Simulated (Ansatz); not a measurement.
A calculation with Ansatz 0.2.0 of Cu (native input, structure typed inline):

input.yaml

```yaml
crystal:
  lattice:
    - [-1.44279332, 1.44279332, 1.37608145]
    - [1.44279332, -1.44279332, 1.37608145]
    - [1.44279332, 1.44279332, -1.37608145]
  atoms:
    - { symbol: Cu, position: [0.0, 0.0, 0.0] }
hamiltonian:
  xc: { exchange: pbe, correlation: none }
  pseudopotentials: { kind: paw, source: ansatz }
kpoints:
  mp_grid: { grid: [13, 13, 13] }
scf:
  occupations: { method: tetrahedron }
output:
  forces: true
  stress: true
```

Potentials or basis: Ansatz PAW earlier set.

Command:

```sh
$ ansatz run input.yaml --threads 1 --pin off --max-ram 2560MiB --backend cpu --events-out ev --progress --plain --runs-dir out
```

This isn't the form of Cu at room conditions, which is fcc.

Task: Write the same calculation in another form: native input, structure by space group and Wyckoff sites.

Result: As run:

input.yaml

```yaml
crystal:
  lattice: { a: 2.88558664, b: 2.88558664, c: 2.7521629, alpha: 90.0, beta: 90.0, gamma: 90.0 }
  space_group: 139
  reduce_to_primitive: true
  atoms:
    - { symbol: Cu, wyckoff: "2a", position: [0.0, 0.0, 0.0] }
hamiltonian:
  xc: { exchange: pbe, correlation: none }
  pseudopotentials: { kind: paw, source: ansatz }
kpoints:
  mp_grid: { grid: [13, 13, 13] }
scf:
  occupations: { method: tetrahedron }
output:
  forces: true
  stress: true
```

Potentials or basis: Ansatz PAW earlier set.

Run with:

```bash
$ ansatz run input.yaml --threads 1 --pin off --max-ram 2560MiB --backend cpu --events-out ev --progress --plain --runs-dir out
```

Both were run:

|  | native input, structure typed inline | native input, structure by space group and Wyckoff sites |
| --- | --- | --- |
| Pressure | 30.1 GPa | 30.1 GPa |
| Band gap on the k mesh | none (metal or under the smearing width) | none (metal or under the smearing width) |

Keys that steer only the numerical path or the files written may differ.

Caveat: a pressure of tens of GPa on the cell as given is suspect, and the run, the potentials or the cell itself is likely at fault; the PAW data sets come from PBE, with cores solved anew for the run's functional, which leaves a small shift of forces and pressure; with tetrahedron occupations forces and stress needn't match the slope of the energy.
